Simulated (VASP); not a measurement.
# PbSe (Clausthalite) (Fm-3m) in VASP: a series of runs, part 2 of 2

VASP 6.6.1. Earlier steps stand in the parts before.

## (4) Single point, PBE

INCAR reads:

```
  ALGO = Normal
  EDIFF = 1E-6
  ENCUT = 520
  GGA = PE
  ISIF = 2
  ISMEAR = 0
  LASPH = T
  LCHARG = T
  LELF = T
  LREAL = F
  LVHAR = T
  LWAVE = F
  NBANDS = 17
  NELM = 100
  PREC = Accurate
  SIGMA = 0.02
```

KPOINTS reads:

```
k-points
0
Gamma
  8 8 8
```

POSCAR reads:

```
PbSe
1.0
    0.0000000000      3.0606500000      3.0606500000
    3.0606500000      0.0000000000      3.0606500000
    3.0606500000      3.0606500000      0.0000000000
Pb Se
1 1
Direct
    0.0000000000      0.0000000000      0.0000000000
    0.5000000000      0.5000000000      0.5000000000
```

Potentials or basis: VASP PAW PBE potentials, release 64 (Pb_d, Se).

Run with:

```sh
$ cat potpaw_PBE.64/Pb_d/POTCAR potpaw_PBE.64/Se/POTCAR > POTCAR
$ mpirun -np 1 vasp_std > vasp.out
```

OUTCAR:

```text
EDIFF = 1E-6
   ENCUT = 520
   GGA = PE
   ISIF = 2
   ISMEAR = 0
   LASPH = T
   LREAL = F
   NELM = 100
   PREC = Accurate

 ion  position               nearest neighbor table
   1  0.000  0.000  0.000-   2 3.06   2 3.06   2 3.06   2 3.06   2 3.06   2 3.06
   2  0.500  0.500  0.500-   1 3.06   1 3.06   1 3.06   1 3.06   1 3.06   1 3.06

  LATTYP: Found a face centered cubic cell.
 ALAT       =     6.1213000000

  Lattice vectors:

 A1 = (   0.0000000000,   3.0606500000,   3.0606500000)
 A2 = (   3.0606500000,   0.0000000000,   3.0606500000)
 A3 = (   3.0606500000,   3.0606500000,   0.0000000000)

Analysis of symmetry for initial positions (statically):
=====================================================================
 Subroutine PRICEL returns:
 Original cell was already a primitive cell.

 Routine SETGRP: Setting up the symmetry group for a
 face centered cubic supercell.

 Subroutine GETGRP returns: Found 48 space group operations
 (whereof 48 operations were pure point group operations)
 out of a pool of 48 trial point group operations.

The static configuration has the point symmetry O_h .

Analysis of symmetry for dynamics (positions and initial velocities):
=====================================================================
 Subroutine PRICEL returns:
 Original cell was already a primitive cell.

 Routine SETGRP: Setting up the symmetry group for a
 face centered cubic supercell.

 Subroutine GETGRP returns: Found 48 space group operations
 (whereof 48 operations were pure point group operations)
 out of a pool of 48 trial point group operations.

The dynamic configuration has the point symmetry O_h .

 Subroutine INISYM returns: Found 48 space group operations
 (whereof 48 operations are pure point group operations),
 and found     1 'primitive' translations

----------------------------------------------------------------------------------------

                                     Primitive cell

  volume of cell :      57.3418
[... 109 lines left out ...]
     AMIX_MAG =   1.60;   BMIX_MAG =  1.00
  volume/ion in A,a.u.               =      28.67       193.48
  Fermi-wavevector in a.u.,A,eV,Ry     =   1.152377  2.177676 18.068159  1.327972
  Thomas-Fermi vector in A             =   2.289028
   LORBIT       =      0    0 simple, 1 ext, 2 COOP (PROOUT), +10 PAW based schemes
   GGA     = PE    functional components
   LHFCALC =     F    Hartree Fock is set to
   AEXX    =    0.0000 exact exchange contribution
   IVDW    =     0    specifies the selected vdW correction
   LEPSILON=     F    determine dielectric tensor
   LRPA    =     F    only Hartree local field effects (RPA)
 non-spin polarized calculation
 Gauss-broadening in eV      SIGMA  =   0.02
  energy-cutoff  :      520.00
  volume of cell :       57.34
 maximum number of plane-waves:      1572
   NGX = 17   NGY = 17   NGZ = 17

 number of electron      20.0000000 magnetization

 Free energy of the ion-electron system (eV)
  ---------------------------------------------------
  ext. energy  EPLUGINS =         0.00000000
  ---------------------------------------------------
  free energy    TOTEN  =        -8.17833450 eV

  energy without entropy =       -8.17833450  energy(sigma->0) =       -8.17833450

 E-fermi :   5.2089     XC(G=0):  -9.5302

 val. band max:        5.0697046133   @ k =   0.5000   0.0000   0.0000
 cond. band min:       5.3611558138   @ k =   0.5000   0.0000   0.0000
 fundamental gap:      0.2914512005
 Fermi energy:         5.2088815619

 k-point     1 :       0.0000    0.0000    0.0000
  band No.  band energies     occupation
      1     -11.7675      2.00000
      2     -11.7675      2.00000
      3     -11.7675      2.00000
      4     -11.7635      2.00000
      5     -11.7635      2.00000
      6      -8.5252      2.00000
[... 457 lines left out ...]
      4     -11.7469      2.00000
      5     -11.7319      2.00000
      6      -7.2659      2.00000
[... 9 lines left out ...]
     16      15.9114      0.00000
     17      15.9961      0.00000

 [... further k-points ...]

------------------------ aborting loop because EDIFF is reached ----------------------------------------

  FORCE on cell =-STRESS in cart. coord.  units (eV):
  Direction    XX          YY          ZZ          XY          YZ          ZX
  --------------------------------------------------------------------------------------
  -------------------------------------------------------------------------------------
  Total        0.8595970      0.8595970      0.8595970      0.0000000      0.0000000     -0.0000000
  in kB       24.0178680     24.0178680     24.0178680      0.0000000      0.0000000     -0.0000000
  external PRESSURE =      24.0178680 kB  Pullay stress =       0.0000000 kB

 VOLUME and BASIS-vectors are now :
 -----------------------------------------------------------------------------
  energy-cutoff  :      520.00
  volume of cell :       57.34
      direct lattice vectors                 reciprocal lattice vectors
     0.000000000  3.060650000  3.060650000    -0.163363991  0.163363991  0.163363991
     3.060650000  0.000000000  3.060650000     0.163363991 -0.163363991  0.163363991
     3.060650000  3.060650000  0.000000000     0.163363991  0.163363991 -0.163363991

 POSITION                                       TOTAL-FORCE (eV/Angst)
 -----------------------------------------------------------------------------------
      0.00000      0.00000      0.00000         0.000000     -0.000000      0.000000
      3.06065      3.06065      3.06065        -0.000000      0.000000     -0.000000
 -----------------------------------------------------------------------------------
    total drift:                                0.000000     -0.000000     -0.000000

  FREE ENERGIE OF THE ION-ELECTRON SYSTEM (eV)
  ---------------------------------------------------
  free  energy   TOTEN  =        -8.1783345015 eV

  energy  without entropy=       -8.1783345015  energy(sigma->0) =       -8.17833450
```

OSZICAR:

```text
N       E                     dE             d eps       ncg     rms          rms(c)
DAV:   1     0.159308826130E+03    0.15931E+03   -0.95315E+03   986   0.119E+03
DAV:   2     0.312517701652E+01   -0.15618E+03   -0.15032E+03  1062   0.311E+02
DAV:   3    -0.819036588672E+01   -0.11316E+02   -0.11244E+02  1244   0.888E+01
DAV:   4    -0.845790716584E+01   -0.26754E+00   -0.26739E+00  1272   0.155E+01
DAV:   5    -0.846672065972E+01   -0.88135E-02   -0.88132E-02  1385   0.268E+00    0.277E+00
DAV:   6    -0.818014383189E+01    0.28658E+00   -0.70532E-01  1514   0.579E+00    0.157E+00
DAV:   7    -0.817526625290E+01    0.48776E-02   -0.11895E-01  1182   0.166E+00    0.854E-01
DAV:   8    -0.817866055871E+01   -0.33943E-02   -0.12669E-02  1197   0.123E+00    0.154E-01
DAV:   9    -0.817827151539E+01    0.38904E-03   -0.26766E-03  1510   0.510E-01    0.502E-02
DAV:  10    -0.817832726949E+01   -0.55754E-04   -0.22163E-04  1166   0.845E-02    0.182E-02
DAV:  11    -0.817833459959E+01   -0.73301E-05   -0.62479E-05  1299   0.776E-02    0.950E-03
DAV:  12    -0.817833450155E+01    0.98046E-07   -0.32618E-06  1180   0.122E-02
   1 F= -.81783345E+01 E0= -.81783345E+01  d E =-.820963E-25
```

stdout:

```text
POSCAR found type information on POSCAR PbSe
 POSCAR found :  2 types and       2 ions
 scaLAPACK will be used
 LDA part: xc-table for (Slater+PW92), standard interpolation
 POSCAR, INCAR and KPOINTS ok, starting setup
 FFT: planning ... GRIDC
 FFT: planning ... GRID_SOFT
 FFT: planning ... GRID
 WAVECAR not read
 entering main loop
```

It took 15 s on 1 thread of Intel Xeon Platinum 8559C (Emerald Rapids), shared host; peak memory 0.18 GiB.

Results:

| Property | Result |
| --- | --- |
| Free energy | -8.1783 eV |
| Pressure | 2.4 GPa |
| Band gap on the k mesh | 0.29 eV, direct |

Caveat: spin-orbit coupling is left out, which as a rule narrows the gap of such compounds by several tenths of an eV.

## (5) The runs side by side

```csv
task,level,cell,k mesh,cutoff (eV),smearing,grid for exact exchange (PRECFOCK),screening parameter,mesh quality,gap on the mesh (eV),pressure (GPa)
single point,PBE,as given,8 × 8 × 8,520,gaussian 0.017 eV,-,-,not flagged,0.29,2.4
relaxation of cell and atoms,HSE06,relaxed,4 × 4 × 4,600,fermi-dirac 0.05 eV,Fast,0.2 1/A,coarse,0.81,0.0
single point,PBE,as given,8 × 8 × 8,520,gaussian 0.02 eV,-,-,not flagged,0.29,2.4
```

Alike in all rows: potentials or basis VASP PAW PBE potentials, release 64 (Pb_d, Se); no spin polarisation.

Caveats: some runs use coarse meshes; spin-orbit coupling is left out, which as a rule narrows the gap of such compounds by several tenths of an eV; the PAW data sets were made with another functional, which shifts forces and pressure a little (some runs).

Absolute energies hang on the potentials; compare differences alone.

## (6) Comparison with measurements

Step 2. Against the measured gap of PbSe, 0.15 eV (direct; 4.2 K; a printed reference work, monograph), the calculated 0.29 eV is off by +0.14 eV. 2 values of this kind are on record (0.15 to 0.28 eV); this one was drawn at random. Spin-orbit coupling on Pb, Se is left out. The value is that of PBE on a finite k mesh, which can miss the band edges, without temperature or zero-point motion.

Step 4. Against the measured gap of PbSe, 0.28 eV (direct; 300 K; a printed reference work, monograph), the calculated 0.29 eV is off by +0.01 eV. 2 values of this kind are on record (0.15 to 0.28 eV); this one was drawn at random. Spin-orbit coupling on Pb, Se is left out. The value is that of PBE on a finite k mesh, which can miss the band edges, without temperature or zero-point motion.
